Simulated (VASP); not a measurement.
The system is Te2Mo.

```
Te Mo
1.0
     3.49568    0.00000    0.00000
    -1.74784    3.02735    0.00000
     0.00000    0.00000   13.69484
Te Mo
4 2
Direct
  0.33333 0.66667 0.61724
  0.66667 0.33333 0.11724
  0.33333 0.66667 0.88276
  0.66667 0.33333 0.38276
  0.33333 0.66667 0.25000
  0.66667 0.33333 0.75000
```

Base run:

* Program: VASP 6.6.1
* Functional: PBE-EpsX
* Potentials or basis: VASP PAW PBE potentials, release 64 (Te, Mo_sv)
* Cutoff: 520 eV
* k mesh: 6 × 6 × 2
* Occupations: gaussian, width 0.03 eV
* Spin: no spin polarisation

Its results: band gap on the k mesh 0.93 eV, indirect (least direct gap 1.26 eV); pressure 2.8 GPa; largest force 0.111 eV/Å.

Task: The run is repeated on the same cell with these changes: functional from PBE-EpsX to PBE0. What comes out?

Result: Band gap on the k mesh 1.73 eV, indirect (least direct gap 2.09 eV); pressure -0.5 GPa; largest force 0.560 eV/Å.

Caveats: the PAW data sets were made with another functional, which shifts forces and pressure a little; spin-orbit coupling is left out, which moves the levels of the heavy elements; this functional lacks dispersion, which binds the layers, so the pressure and a relaxed spacing across them are unreliable (some runs).

A k mesh can miss the band edges.
